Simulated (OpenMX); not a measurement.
The system is PtS2.

```xyz
3
Lattice="3.5432 0.0000 0.0000 -1.7716 3.0685 0.0000 0.0000 0.0000 5.0388" Properties=species:S:1:pos:R:3 pbc="T T T"
Pt    0.0000    0.0000    0.0000
S     1.7716    1.0228    3.8950
S     0.0000    2.0457    1.1438
```

Base run:

| Item | Value |
| --- | --- |
| Program | OpenMX 3.8.5 |
| Functional | PBE |
| Potentials or basis | OpenMX 2013 PBE set, Pt7.0-s3p2d2f1, S7.0-s2p2d1f1, grid cutoff 400 Ry |
| k mesh | 9 × 9 × 5 |
| Occupations | fermi-dirac, width 0.05 eV |
| Spin | no spin polarisation |

Its results: band gap on the k mesh 1.02 eV, indirect (least direct gap 1.07 eV); largest force 1.620 eV/Å.

Task: The run is repeated on the same cell with these changes: k mesh from 9 × 9 × 5 to 5 × 5 × 3; spin from no spin polarisation to non-collinear spin, zero start. What comes out?

Result: Band gap on the k mesh 1.34 eV, indirect (least direct gap 1.42 eV); net moment 0.00 μB per cell; largest force 1.641 eV/Å.

Several settings changed at once, so the effect can't be laid on one alone.

Caveats: spin-orbit coupling is left out, which moves the levels of the heavy elements; the basis of atomic orbitals isn't converged, which shifts pressures, moduli and gaps; forces of over 1 eV/Å show positions far from the minimum, so gaps and moduli don't describe the material at rest; the mesh misses the band edges, which the band path finds closer together (some runs).
